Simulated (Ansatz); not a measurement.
The system is HfN.

```
Hf N
1.0
     3.13391    0.00000    0.00000
    -1.56695    2.71404    0.00000
     0.00000    0.00000    5.41677
Hf N
2 2
Direct
  0.33333 0.66667 0.25000
  0.66667 0.33333 0.75000
  0.00000 0.00000 0.50000
  0.00000 0.00000 0.00000
```

The cell comes from a database or a generator and needn't be the stable form of this composition.

Program: Ansatz 0.2.0. Alike in all runs: potentials or basis Ansatz PAW; no spin polarisation; cell as given; k mesh 6 × 6 × 3; smearing fermi-dirac 0.05 eV; the mesh is coarse, so values aren't converged.

**Question.** Order these runs on this cell by their pressure, lowest first.
A. level LDA; cutoff (eV) 420; points for each segment of the path 14
B. level r2SCAN; cutoff (eV) 500; points for each segment of the path 14
C. level PBEsol; cutoff (eV) 420; points for each segment of the path 14
D. level r2SCAN0; cutoff (eV) 500

**Answer.** A (-9.1 GPa), C (-2.6 GPa), D (-0.2 GPa), B (2.1 GPa).

Caveats: all runs use coarse meshes; the PAW data sets come from PBE, with cores solved anew for the run's functional, which leaves a small shift of forces and pressure; the thresholds are loose for stress (some runs).
